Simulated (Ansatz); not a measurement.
# Cu (P6_3/mmc): electronic heat capacity and spin susceptibility from the density of states

The calculation used Ansatz, DFT PBE, scalar-relativistic, plane waves, PAW.

Cutoff 420 eV; k points 18×18×6 on the computed 4-atom cell (Γ-centred); Gaussian smearing, width 0.10 eV; no spin polarisation.

Relaxed cell: P6_3/mmc, a = 2.567 Å, b = 2.567 Å, c = 8.387 Å, α = 90.00°, β = 90.00°, γ = 120.00°, 4 atoms in the primitive cell. This form isn't the element's structure at ambient conditions.

The density of states at the Fermi level is 1.287 states/eV in the cell of 4 atoms (4 formula units; both spins, tetrahedra on a 27×27×9 mesh).

Question: What Sommerfeld coefficient and Pauli susceptibility does this give?

Answer: Per formula unit N(E_F) = 0.322 states/eV. γ = (π²/3) k_B² N(E_F) N_A = 2.357 mJ/(mol K²) per state/eV, so γ = 0.8 mJ/(mol K²), a mole of formula units. χ_P = μ_B² N(E_F) N_A = 3.23×10⁻⁵ emu/mol per state/eV gives 1.0×10⁻⁵ emu/mol. This is the bare band result: a measured γ of the same phase is as a rule larger by a factor 1 + λ from phonons and spin fluctuations, the spin part of χ is larger by the Stoner factor, and a measured χ also holds orbital and core terms. N(E_F) at one energy is sensitive to the mesh where the density of states has sharp peaks.

Cost: 1 run of about 1.3 core-minutes, on Arm Neoverse V1 (shared hosts).